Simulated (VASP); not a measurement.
# Al (Fm-3m) in VASP: elastic constants with PBE

Aim: the elastic constants of Al with PBE.

Program: VASP 6.6.1. These are calculated values, not measurements. Logs are shortened: lines on timing, memory, paths and dates and some standing lists are left out, and cuts for length are marked.

## 1. The structure

It takes space group Fm-3m (No. 225, cubic). Conventional cell: a = 4.050 Å, b = 4.050 Å, c = 4.050 Å, α = 90.00°, β = 90.00°, γ = 90.00°. Around Al (site symmetry m-3m) lie 12 Al at 2.86 Å.

## 2. Elastic constants, PBE

File POSCAR:

```
Al
1.0
    0.0000000000      2.0248050000      2.0248050000
    2.0248050000      0.0000000000      2.0248050000
    2.0248050000      2.0248050000      0.0000000000
Al
1
Direct
    0.0000000000      0.0000000000      0.0000000000
```

File INCAR.step1:

```
SYSTEM = Al
PREC = Accurate ; ENCUT = 600
EDIFF = 1E-8 ; ISMEAR = 0
SIGMA = 0.1 ; LREAL = .False.
LASPH = .True. ; NELM = 60
ALGO = Normal ; ISIF = 3
LWAVE = .False. ; LCHARG = .False.
GGA = PE ; IBRION = 2
NSW = 40 ; EDIFFG = -0.002
```

File INCAR.step2:

```
SYSTEM = Al
PREC = Accurate ; ENCUT = 600
EDIFF = 1E-8 ; ISMEAR = 0
SIGMA = 0.1 ; LREAL = .False.
LASPH = .True. ; NELM = 60
ALGO = Normal ; ISIF = 3
LWAVE = .False. ; LCHARG = .False.
GGA = PE ; IBRION = 6
NFREE = 2 ; POTIM = 0.015
NSW = 1
```

File KPOINTS:

```
Automatic mesh
0
Gamma
  18 18 18
  0 0 0
```

Potentials or basis: VASP PAW PBE potentials, release 64 (Al).

The run is started by

```sh
$ cat potpaw_PBE.64/Al/POTCAR > POTCAR
$ cp INCAR.step1 INCAR
$ mpirun -np 1 vasp_std > vasp.out
$ cp CONTCAR POSCAR
$ cp INCAR.step2 INCAR
$ mpirun -np 1 vasp_std > vasp.out
```

OUTCAR:

```text
SYSTEM = Al
   PREC = Accurate
   ENCUT = 600
   EDIFF = 1E-8
   ISMEAR = 0
   LREAL = .False.
   LASPH = .True.
   NELM = 60
   ISIF = 3
   GGA = PE
   IBRION = 6
   NFREE = 2
   POTIM = 0.015
   NSW = 1

 ion  position               nearest neighbor table
   1  0.000  0.000  0.000-

  LATTYP: Found a face centered cubic cell.
 ALAT       =     4.0406802007

  Lattice vectors:

 A1 = (   0.0000000000,   2.0203401003,   2.0203401003)
 A2 = (   2.0203401003,   0.0000000000,   2.0203401003)
 A3 = (   2.0203401003,   2.0203401003,   0.0000000000)

Analysis of symmetry for initial positions (statically):
=====================================================================
 Subroutine PRICEL returns:
 Original cell was already a primitive cell.

 Routine SETGRP: Setting up the symmetry group for a
 face centered cubic supercell.

 Subroutine GETGRP returns: Found 48 space group operations
 (whereof 48 operations were pure point group operations)
 out of a pool of 48 trial point group operations.

The static configuration has the point symmetry O_h .

Analysis of symmetry for dynamics (positions and initial velocities):
=====================================================================
 Subroutine PRICEL returns:
 Original cell was already a primitive cell.

 Routine SETGRP: Setting up the symmetry group for a
 face centered cubic supercell.

 Subroutine GETGRP returns: Found 48 space group operations
 (whereof 48 operations were pure point group operations)
 out of a pool of 48 trial point group operations.

The dynamic configuration has the point symmetry O_h .

 Subroutine INISYM returns: Found 48 space group operations
 (whereof 48 operations are pure point group operations),
 and found     1 'primitive' translations

----------------------------------------------------------------------------------------

                                     Primitive cell

  volume of cell :      16.4931

  direct lattice vectors                    reciprocal lattice vectors
     0.000000000  2.020340100  2.020340100    -0.247483085  0.247483085  0.247483085
     2.020340100  0.000000000  2.020340100     0.247483085 -0.247483085  0.247483085
     2.020340100  2.020340100  0.000000000     0.247483085  0.247483085 -0.247483085

  length of vectors
     2.857192371  2.857192371  2.857192371     0.428653277  0.428653277  0.428653277

  position of ions in fractional coordinates (direct lattice)
     0.000000000  0.000000000  0.000000000

  ion indices of the primitive-cell ions
   primitive index   ion index
                 1           1

----------------------------------------------------------------------------------------

 KPOINTS: Automatic mesh

Automatic generation of k-mesh.
 Grid dimensions read from file:
 generate k-points for:   18   18   18

 Generating k-lattice:

  Cartesian coordinates                     Fractional coordinates (reciprocal lattice)
    -0.013749060  0.013749060  0.013749060     0.055555556  0.000000000  0.000000000
     0.013749060 -0.013749060  0.013749060     0.000000000  0.055555556  0.000000000
     0.013749060  0.013749060 -0.013749060     0.000000000  0.000000000  0.055555556

  Length of vectors
     0.023814071  0.023814071  0.023814071

  Shift w.r.t. Gamma in fractional coordinates (k-lattice)
     0.000000000  0.000000000  0.000000000
[... 83 lines left out ...]
 non-spin polarized calculation
 Gauss-broadening in eV      SIGMA  =   0.10
  energy-cutoff  :      600.00
  volume of cell :       16.49
 maximum number of plane-waves:       568
   NGX = 11   NGY = 11   NGZ = 11

--------------------------------------- Ionic step        1  -------------------------------------------

 number of electron       3.0000000 magnetization

 Free energy of the ion-electron system (eV)
  ---------------------------------------------------
  ext. energy  EPLUGINS =         0.00000000
  ---------------------------------------------------
  free energy    TOTEN  =        -3.74460478 eV

  energy without entropy =       -3.74167763  energy(sigma->0) =       -3.74314120

------------------------ aborting loop because EDIFF is reached ----------------------------------------

  FORCE on cell =-STRESS in cart. coord.  units (eV):
  Direction    XX          YY          ZZ          XY          YZ          ZX
  --------------------------------------------------------------------------------------
  -------------------------------------------------------------------------------------
  Total        0.0001587      0.0001587      0.0001587      0.0000000     -0.0000000      0.0000000
  in kB        0.0154144      0.0154144      0.0154144      0.0000000     -0.0000000      0.0000000
  external PRESSURE =       0.0154144 kB  Pullay stress =       0.0000000 kB
[... 86 lines left out ...]
  FREE ENERGIE OF THE ION-ELECTRON SYSTEM (eV)
  ---------------------------------------------------
  free  energy   TOTEN  =        -3.7439541744 eV

  energy  without entropy=       -3.7418293542  energy(sigma->0) =       -3.74289176

[... ionic steps 4 to 12 ...]

--------------------------------------- Ionic step       13  -------------------------------------------

 number of electron       3.0000000 magnetization

------------------------ aborting loop because EDIFF is reached ----------------------------------------
[... 65 lines left out ...]
--------------------------------------- Ionic step       15  -------------------------------------------

 number of electron       3.0000000 magnetization

 Free energy of the ion-electron system (eV)
  ---------------------------------------------------
  ext. energy  EPLUGINS =         0.00000000
  ---------------------------------------------------
  free energy    TOTEN  =        -3.74460479 eV

  energy without entropy =       -3.74167763  energy(sigma->0) =       -3.74314121

 E-fermi :   7.9956     XC(G=0): -10.1981

 val. band max:        7.9890610449   @ k =  -0.2778   0.2778   0.0556
 cond. band min:       7.9961603397   @ k =  -0.2778   0.5000   0.2222
 fundamental gap:      0.0070992948
 Fermi energy:         7.9956370344

 k-point     1 :       0.0000    0.0000    0.0000
  band No.  band energies     occupation
      1      -3.1329      2.00000
      2      20.6260      0.00000
      3      20.6260      0.00000
      4      20.6260      0.00000
      5      22.1210      0.00000
[... 177 lines left out ...]
 k-point    24 :      -0.2222    0.0556    0.0000
  band No.  band energies     occupation
      1      -1.4912      2.00000
      2      11.8462      0.00000
      3      17.2917      0.00000
      4      20.1440      0.00000
      5      21.8899      0.00000

 [... further k-points ...]
[... 5 lines left out ...]
  --------------------------------------------------------------------------------------
  -------------------------------------------------------------------------------------
  Total        0.0001593      0.0001593      0.0001593     -0.0000000      0.0000000      0.0000000
  in kB        0.0154747      0.0154747      0.0154747     -0.0000000      0.0000000      0.0000000
  external PRESSURE =       0.0154747 kB  Pullay stress =       0.0000000 kB
[... 16 lines left out ...]
  FREE ENERGIE OF THE ION-ELECTRON SYSTEM (eV)
  ---------------------------------------------------
  free  energy   TOTEN  =        -3.7446047885 eV

  energy  without entropy=       -3.7416776340  energy(sigma->0) =       -3.74314121

 INTERNAL STRAIN TENSORS FROM STRAINED CELLS
 ============================================

 INTERNAL STRAIN TENSOR FOR ION    1 for displacements in x,y,z  (eV/Angst):
          X           Y           Z          XY          YZ          ZX
  --------------------------------------------------------------------------------
  x     0.00000     0.00000    -0.00000    -0.00000    -0.00000    -0.00000
  y     0.00000    -0.00000    -0.00000     0.00000    -0.00000     0.00000
  z    -0.00000    -0.00000     0.00000     0.00000     0.00000    -0.00000

 INTERNAL STRAIN TENSORS FROM DISPLACED ATOMS
 ============================================

 INTERNAL STRAIN TENSOR FOR ION    1 for displacements in x,y,z  (eV/Angst):
          X           Y           Z          XY          YZ          ZX
  --------------------------------------------------------------------------------
  x     0.00000     0.00000     0.00000     0.00000     0.00000     0.00000
  y     0.00000     0.00000     0.00000     0.00000     0.00000     0.00000
  z     0.00000     0.00000     0.00000     0.00000     0.00000     0.00000

 Eigenvectors and eigenvalues of the dynamical matrix
 ----------------------------------------------------

   1 f/i=    0.000000 THz     0.000000 2PiTHz    0.000000 cm-1     0.000000 meV
             X         Y         Z           dx          dy          dz
      0.000000  0.000000  0.000000     0.582686    0.400596    0.707107

   2 f/i=    0.000000 THz     0.000000 2PiTHz    0.000000 cm-1     0.000000 meV
             X         Y         Z           dx          dy          dz
      0.000000  0.000000  0.000000    -0.582686   -0.400596    0.707107

   3 f/i=    0.000000 THz     0.000000 2PiTHz    0.000000 cm-1     0.000000 meV
             X         Y         Z           dx          dy          dz
      0.000000  0.000000  0.000000     0.566529   -0.824042    0.000000

--------------------------------------------------------------------------------------------------------

 ELASTIC MODULI CONTR FROM IONIC RELAXATION (kBar)
 Direction    XX          YY          ZZ          XY          YZ          ZX
 --------------------------------------------------------------------------------
 XX           0.0000      0.0000      0.0000      0.0000      0.0000      0.0000
 YY           0.0000      0.0000      0.0000      0.0000      0.0000      0.0000
 ZZ           0.0000      0.0000      0.0000      0.0000      0.0000      0.0000
 XY           0.0000      0.0000      0.0000      0.0000      0.0000      0.0000
 YZ           0.0000      0.0000      0.0000      0.0000      0.0000      0.0000
 ZX           0.0000      0.0000      0.0000      0.0000      0.0000      0.0000
 --------------------------------------------------------------------------------

 TOTAL ELASTIC MODULI (kBar)
 Direction    XX          YY          ZZ          XY          YZ          ZX
 --------------------------------------------------------------------------------
 XX         847.4843    749.6390    749.6390     -0.0000      0.0000      0.0000
 YY         749.6390    847.4843    749.6390     -0.0000      0.0000      0.0000
 ZZ         749.6390    749.6390    847.4843      0.0000      0.0000     -0.0000
 XY          -0.0000     -0.0000      0.0000     64.5741      0.0000      0.0000
 YZ           0.0000      0.0000      0.0000      0.0000     64.5741      0.0000
 ZX           0.0000      0.0000     -0.0000      0.0000      0.0000     64.5741
 --------------------------------------------------------------------------------
```

Run time: 3.3 min. Hardware: 1 thread of Intel Xeon 6975P-C (Granite Rapids), shared host; peak memory 0.38 GiB.

Results:

* Relaxed volume: 16.49 Å³/atom
* Relaxed cell: a = 2.857 Å, b = 2.857 Å, c = 2.857 Å, α = 60.00°, β = 60.00°, γ = 60.00°
* Space group after relaxing (to 0.05 Å): Fm-3m (No. 225)
* Elastic constants C11, C12, C44: 85, 75, 6 GPa
* Voigt bulk modulus: 78 GPa

Step by step:
```tsv
step	energy change (eV)	largest force (eV/Å)	pressure (GPa)	volume (Å³)
1	0.0000	0.0000	-0.50	16.60
2	-0.0002	0.0000	0.07	16.48
3	-0.0002	0.0000	0.00	16.49
```

Final structure:
```
Al
1.0
     0.00000    2.02034    2.02034
     2.02034    0.00000    2.02034
     2.02034    2.02034    0.00000
Al
1
Direct
  0.00000 0.00000 0.00000
```

Elastic tensor in Voigt notation (GPa, in the Cartesian axes of the cell as first typed):
```
85 75 75  0  0  0
75 85 75  0  0  0
75 75 85  0  0  0
 0  0  0  6  0  0
 0  0  0  0  6  0
 0  0  0  0  0  6
```

Clamped-ion elastic tensor (GPa):
```
85 75 75  0  0  0
75 85 75  0  0  0
75 75 85  0  0  0
 0  0  0  6  0  0
 0  0  0  0  6  0
 0  0  0  0  0  6
```
